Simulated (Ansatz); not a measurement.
# Cr (P6_3/mmc) in Ansatz: a series of runs, part 3 of 3

Ansatz 0.2.0.

## Step 4: Band structure, PBEsol, collinear spin, ferromagnetic start

File input.yaml:

```yaml
crystal:
  lattice:
    - [2.714, 0.0, 0.0]
    - [-1.357, 2.3503929459, 0.0]
    - [0.0, 0.0, 4.41]
  atoms:
    - { symbol: Cr, position: [0.6666666667, 0.3333333333, 0.75], spin: 3.0 }
    - { symbol: Cr, position: [0.3333333333, 0.6666666667, 0.25], spin: 3.0 }
kpoints:
  mp_grid: { grid: [11, 11, 6] }
  band_path:
    path:
      - [0.0, 0.0, 0.0]
      - [0.5, 0.0, 0.0]
      - [0.3333333333, 0.3333333333, 0.0]
      - [0.0, 0.0, 0.0]
      - [0.0, 0.0, 0.5]
      - [0.5, 0.0, 0.5]
      - [0.3333333333, 0.3333333333, 0.5]
      - [0.0, 0.0, 0.5]
    npoints: 8
scf:
  occupations: { method: fermi_dirac, width: 0.05 }
hamiltonian:
  xc: pbesol
  pseudopotentials: { kind: all_electron, lapw: { basis_error: 0.001 } }
magnetization:
  spin_polarized: true
output:
  forces: true
  stress: true
  eigenvalues: true
```

Potentials or basis: all-electron LAPW, scalar-relativistic.

Command:

```bash
ansatz run input.yaml --threads 2 --pin off --max-ram 6144MiB --backend cpu --events-out ev --progress --plain --runs-dir out
```

Log:

```text
Warning: RAYON_NUM_THREADS=2 ignored (pool sized by the plan → 2); use --threads N
LAPW: plane waves up to 8.176 Å⁻¹, error target 1.0e-3 eV per atom; small_component_spin mean_spin; Cr in spheres of 1.353 Å, 14 of its electrons in bands, Dirac shells [] (how accurate: hamiltonian.pseudopotentials.lapw.basis_error, Limitations)
Engine: ansatz 0.2.0, x86_64-unknown-linux-gnu
Pseudopotentials: kind: all_electron
Pseudopotential: Cr, LAPW, valence charge 14, lapw/all_electron/scalar/gaussian/Cr, Koelling and Harmon's equation, gaussian nucleus
Functional definition: PBEsol
  exchange = pbesol_x
  correlation = pbesol_c
Crystal: 2 atoms, lattice volume = 28.131 Å³
Basis set: ecut = 254.67849223297054 eV, 263 PW (Γ), exchange–correlation at level 2
Bands: 21, of which v1, the nominal top of the filled ones, is band 14 counted from 1 (13 counted from 0)
Symmetry: 24 space group operations
Space group: P63/mmc (ITA 194), of the structure as read, at distance tolerance 3.0e-5 Å
Magnetic group: BNS 194.263 (UNI 1493), of the structure as read, at distance tolerance 3.0e-5 Å
k-points: 64 of 726
Non-local potential: Cr, projectors of the file, none
Initial density: superposition of atomic densities (chi_scale 0.1, normalization cell)
Starting moments: Σ|m| = 6 μB on 2 of 2 sites
Initial wavefunctions: plane waves of lowest kinetic energy (no species holds an atomic orbital)
Functional: x = pbesol(κ = 0.804, μ = 0.12345679012345678), c = pbesol(β = 0.046)
iter 1 solved again at ethr=1.19e-3 eV; its pass at ethr=1.00e-1 eV (dr2=3.34e-1 eV) is discarded
SCF iter   1: F=—  HF=-57132.084665 eV  |F-HF|=—  |Δ(HF+E_count)|=         —  Δρ=8.00e-2 (↑8.00e-2 ↓6.33e-2)  dr2=3.36e-1  dr2_m=1.20e0  M=2.466 μB ∫|m|=2.466 μB  β_m=0.30  ethr=1.19e-3  ⟨swp⟩=2.5  Hψ=17910  notcnv=0
Mixer restart at iter 1: flushing history
preconditioner: auto → none  [metal: Δε(μ)=0.022 eV  Ē_g=5.416 eV  σ=0.050 eV  W_gap=0.11  n_scr=8 (ndim 8)  ℏωp=24.3 eV  f_vac=0.000  D(μ)=3.37/eV (n_scr^D=42)  sad-step TF]
SCF iter   2: F=—  HF=-57132.105184 eV  |F-HF|=—  |Δ(HF+E_count)|=   2.05e-2  Δρ=4.41e-2 (↑4.41e-2 ↓3.79e-2)  dr2=6.97e-2  dr2_m=4.10e-1  M=2.840 μB ∫|m|=2.840 μB  β_m=0.43  ethr=1.19e-3  ⟨swp⟩=2.9  Hψ=8852  notcnv=0
SCF iter   3: F=—  HF=-57132.754639 eV  |F-HF|=—  |Δ(HF+E_count)|=   6.49e-1  Δρ=2.91e-2 (↑2.91e-2 ↓2.40e-2)  dr2=4.30e-2  dr2_m=1.67e-1  M=2.368 μB ∫|m|=2.368 μB  β_m=0.54  ethr=2.49e-4  ⟨swp⟩=3.0  Hψ=9035  notcnv=0
iter 4 solved again at ethr=1.80e-6 eV; its pass at ethr=1.54e-4 eV (dr2=5.05e-4 eV) is discarded
SCF iter   4: F=—  HF=-57132.933055 eV  |F-HF|=—  |Δ(HF+E_count)|=   1.78e-1  Δρ=2.69e-3 (↑2.69e-3 ↓2.65e-3)  dr2=5.04e-4  dr2_m=1.69e-3  M=1.882 μB ∫|m|=1.884 μB  β_m=0.77  ethr=1.80e-6  ⟨swp⟩=2.5  Hψ=14245  notcnv=0
SCF iter   5: F=—  HF=-57132.942281 eV  |F-HF|=—  |Δ(HF+E_count)|=         —  Δρ=8.42e-4 (↑5.75e-4 ↓8.42e-4)  dr2=1.48e-4  dr2_m=5.69e-5  M=1.692 μB ∫|m|=1.694 μB  β_m=0.89  ethr=1.80e-6  ⟨swp⟩=3.0  Hψ=8454  notcnv=0
the basis was enlarged: its passes take 830.4 KiB over the memory plan, 2 of 2 planned eigensolver slots
SCF iter   6: F=—  HF=-57132.949040 eV  |F-HF|=—  |Δ(HF+E_count)|=   6.76e-3  Δρ=2.99e-4 (↑2.99e-4 ↓2.91e-4)  dr2=8.93e-6  dr2_m=1.94e-5  M=1.640 μB ∫|m|=1.640 μB  β_m=0.94  ethr=5.27e-7  ⟨swp⟩=3.0  Hψ=8461  notcnv=0
SCF iter   7: F=—  HF=-57132.949166 eV  |F-HF|=—  |Δ(HF+E_count)|=   1.26e-4  Δρ=2.68e-5 (↑2.68e-5 ↓2.23e-5)  dr2=1.11e-7  dr2_m=1.16e-7  M=1.647 μB ∫|m|=1.648 μB  β_m=0.96  ethr=3.19e-8  ⟨swp⟩=2.9  Hψ=8141  notcnv=0
SCF iter   8: F=—  HF=-57132.949167 eV  |F-HF|=—  |Δ(HF+E_count)|=   9.83e-7  Δρ=4.77e-6 (↑4.77e-6 ↓3.95e-6)  dr2=4.83e-9  dr2_m=3.73e-9  M=1.649 μB ∫|m|=1.649 μB  β_m=0.98  ethr=3.97e-10  ⟨swp⟩=3.0  Hψ=8358  notcnv=0
SCF iter   9: F=-57132.949167 eV  HF=-57132.949167 eV  |F-HF|=1.13e-8  |Δ(HF+E_count)|=   4.63e-8  Δρ=1.90e-6 (↑1.44e-6 ↓1.90e-6)  dr2=2.58e-9  dr2_m=1.14e-10  M=1.649 μB ∫|m|=1.649 μB  ethr=1.72e-11  ⟨swp⟩=3.0  Hψ=8469  notcnv=0
SCF 1 converged in 9 iterations: F = -57132.949167 eV  dr2 = 2.58e-9
NSCF: frozen V_eff on 57 k-points
Symmetry: 12 space group operations
k-points: 64 of 726 (time reversal used)
Initial density: read from a saved state, or passed on in memory by an earlier SCF of this step, an earlier step, the calling program or the single point that the run made first
Starting moments: Σ|m| = 6 μB on 2 of 2 sites; this step starts from the density that it was given
Initial wavefunctions: those read from a saved state, or passed on in memory by an earlier step or the calling program
iter 1 solved again at ethr=9.22e-12 eV; its pass at ethr=3.57e-6 eV (dr2=2.58e-9 eV) is discarded
SCF iter   1: F=—  HF=-57132.949167 eV  |F-HF|=—  |Δ(HF+E_count)|=         —  Δρ=1.90e-6 (↑1.44e-6 ↓1.90e-6)  dr2=2.58e-9  dr2_m=1.14e-10  M=1.649 μB ∫|m|=1.649 μB  ethr=9.22e-12  ⟨swp⟩=3.7  Hψ=14035  notcnv=0
the basis was enlarged: its passes take 830.4 KiB over the memory plan, 2 of 2 planned eigensolver slots
preconditioner: auto → none  [metal: Δε(μ)=0.004 eV  Ē_g=4.799 eV  σ=0.050 eV  W_gap=0.02  n_scr=8 (ndim 8)  ℏωp=24.3 eV  f_vac=0.000  D(μ)=4.14/eV (n_scr^D=66)]
SCF iter   2: F=—  HF=-57133.197303 eV  |F-HF|=—  |Δ(HF+E_count)|=   2.48e-1  Δρ=3.55e-2 (↑3.55e-2 ↓2.18e-2)  dr2=2.84e0  dr2_m=2.34e-2  M=1.701 μB ∫|m|=2.094 μB  ethr=3.57e-6  ⟨swp⟩=3.6  Hψ=9816  notcnv=0  defer=8
SCF iter   3: F=—  HF=-57132.943689 eV  |F-HF|=—  |Δ(HF+E_count)|=   2.54e-1  Δρ=3.43e-3 (↑3.43e-3 ↓1.82e-3)  dr2=2.91e-2  dr2_m=1.84e-4  M=1.909 μB ∫|m|=1.941 μB  ethr=3.57e-6  ⟨swp⟩=3.0  Hψ=9263  notcnv=0
an SCF along what the orbitals of the run's state read of its open shells (or to have them read: on a GPU, or by another smearing), with 12 of the crystal's symmetry operations given up, reached no lower state that the run goes on to. This is no proof of a minimum
SCF converged after 9 iterations
Magnetization: 1.6486 μB (14.8243 up, 13.1757 down)
Absolute magnetization: 1.6494 μB (∫|ρ↑−ρ↓|)
Spin contamination: 0.0038 ħ² per cell (⟨S²⟩ above its minimum at these occupations)
Per-site moments (μB) at R_I (Å): [(0.7938909946937844, 1.3525245021155226), (0.7938909946937844, 1.3525245021155226)]
Free energy (F): -57132.949167 eV
Harris-Foulkes:  -57132.949167 eV  (|F-HF|=1.13e-8)
Internal energy: -57132.914553 eV  (E = F + TS)
E sigma→0 (E₀):  -57132.931860 eV
Entropy (-TS):   -0.034614 eV (-17.307 meV/atom)
Fermi energy:    15.537313 eV
--- Per-component energies (eV) ---
  E_band       = -382.328926
  E_kinetic    = 57774.669083
  E_xc         = -2593.132227
  E_electrostatic = -112314.451409  (all electrons and nuclei)
  E_smearing   = -0.034614  (= −TS)
  E_closure    = 0.000000  (closes the sum)
  E_atoms      = -57113.980463  (free atoms, spherical and without spin; not in F)
  Σ components = -57132.949167   (vs F -57132.949167, Δ=0.00e0)
  Basis errors (estimates in eV, not in F): energy 1.7e-4 per atom: plane waves 1.4e-4 (7.0e-5 summed), levels above the bands 1.5e-71, relativity 6.4e-9, radial functions 3.2e-5, core shells 5.9e-9; eigenvalues (radial functions only) 7.0e-7; not estimated: angular momenta, meshes, grids; target (lapw.basis_error) 1.0e-3; muffin-tin radii Cr 1.353 Å
--- Forces (eV/Å), atoms counted from 1 ---
  atom   1  Cr    -0.00000000     0.00000000     0.00000000
  atom   2  Cr     0.00000000    -0.00000000     0.00000000
  max |Σ_I F_I| component: 4.63e-18 eV/Å
--- Stress (GPa, compression-positive) ---
      -33.721667      -0.000000       0.000000
        0.000000     -33.721667       0.000000
        0.000000       0.000000     -29.000004
  P = ⅓ Tr σ = -32.1478 GPa (-321.478 kbar)
--- Band table (eV; the first three rows and the last of 128) ---
  k-point 0 ↑: bands = ["-56.1143", "-56.0242", "-27.7037", "-27.3485", "-27.3485", "-27.2810", "-27.2810", "-27.2082", "8.3524", "11.9553", "14.8994", "14.8994", "14.9420", "15.2708", "15.2708", "15.7236", "15.7236", "15.9075", "16.9729", "16.9729", "22.8323"]
  k-point 1 ↑: bands = ["-56.1083", "-56.0303", "-27.6712", "-27.3440", "-27.3440", "-27.2855", "-27.2855", "-27.2422", "8.5967", "11.8431", "14.8352", "14.8352", "14.8514", "15.1867", "15.1867", "15.3376", "15.9026", "15.9026", "16.9579", "16.9579", "23.9119"]
  k-point 2 ↑: bands = ["-56.0919", "-56.0468", "-27.5821", "-27.3344", "-27.3317", "-27.3317", "-27.2979", "-27.2979", "9.2940", "11.3149", "14.5830", "14.6289", "14.7806", "14.7806", "15.0028", "15.0028", "16.2682", "16.2682", "16.8618", "16.8618", "26.3458"]
  k-point 63 ↓: bands = ["-55.2368", "-55.2368", "-26.9057", "-26.9057", "-26.7787", "-26.7787", "-26.5844", "-26.5844", "13.6317", "13.6317", "14.2968", "14.2968", "14.8167", "14.8167", "16.4308", "16.4308", "17.7737", "17.7737", "21.7540", "21.7540", "24.1027"]
```

Run time: 26 s. Hardware: 2 threads of AMD EPYC 7R43 (Zen 3), shared host; peak memory 0.61 GiB.

Results:

```
Free energy             : -57132.9492 eV
Pressure                : -32.1 GPa
Band gap along the path : none (metal or under the smearing width)
Net moment              : 1.65 μB per cell
Absolute moment         : 1.65 μB per cell
Site moments            : Cr +0.79 μB
```

Levels at the corners of the path, in eV from the Fermi level:
Spin up:
```tsv
point	band 13	band 14	band 15	band 16	band 17	band 18
Γ	-0.60	-0.27	-0.27	0.19	0.19	0.37
M	-0.78	-0.68	-0.21	1.60	1.71	1.77
K	-1.02	-1.02	0.01	1.35	1.35	1.43
Γ	-0.60	-0.27	-0.27	0.19	0.19	0.37
A	-0.70	-0.70	-0.70	-0.70	1.09	1.09
L	0.29	0.29	0.72	0.72	1.70	1.70
H	-1.25	-1.25	0.13	0.13	1.55	1.55
A	-0.70	-0.70	-0.70	-0.70	1.09	1.09
```
Spin down:
| point | band 10 | band 11 | band 12 | band 13 | band 14 | band 15 | band 16 | band 17 | band 18 | band 19 |
| --- | --- | --- | --- | --- | --- | --- | --- | --- | --- | --- |
| Γ | -3.13 | -0.01 | 0.05 | 0.05 | 0.44 | 0.44 | 0.65 | 0.94 | 0.94 | 2.21 |
| M | -2.59 | -2.27 | -0.78 | -0.07 | -0.02 | 0.39 | 2.36 | 2.50 | 2.53 | 3.56 |
| K | -1.80 | -1.80 | -1.60 | -0.36 | -0.36 | 0.71 | 2.02 | 2.02 | 2.21 | 5.85 |
| Γ | -3.13 | -0.01 | 0.05 | 0.05 | 0.44 | 0.44 | 0.65 | 0.94 | 0.94 | 2.21 |
| A | -4.90 | -0.58 | -0.58 | 0.00 | 0.00 | 0.00 | 0.00 | 1.86 | 1.86 | 1.86 |
| L | -2.93 | -1.41 | -1.41 | 1.03 | 1.03 | 1.17 | 1.17 | 2.46 | 2.46 | 3.10 |
| H | -1.58 | -1.54 | -1.54 | -0.72 | -0.72 | 0.86 | 0.86 | 2.22 | 2.22 | 6.76 |
| A | -4.90 | -0.58 | -0.58 | 0.00 | 0.00 | 0.00 | 0.00 | 1.86 | 1.86 | 1.86 |

Caveat: a pressure of tens of GPa on the cell as given is suspect, and the run, the potentials or the cell itself is likely at fault.

## Step 5: Summary

```csv
level,cutoff (eV),pressure (GPa),moment (μB)
PBE,255,-25.5,1.73
LDA,254,-38.3,1.10
PBEsol,255,-32.1,1.65
```

Alike in all rows: task band structure; potentials or basis all-electron LAPW, scalar-relativistic; spin collinear, ferromagnetic start; cell as given; k mesh 11 × 11 × 6; smearing fermi-dirac 0.05 eV; basis error allowed 0.001 eV/atom.

The pressure there spans -38.3 GPa (LDA) to -25.5 GPa (PBE); a positive pressure means that this level wants a larger cell, a negative one a smaller.

Caveats: a pressure of tens of GPa on the cell as given is suspect, and the run, the potentials or the cell itself is likely at fault (some runs).

Compare energies only between runs with the same functional and basis.
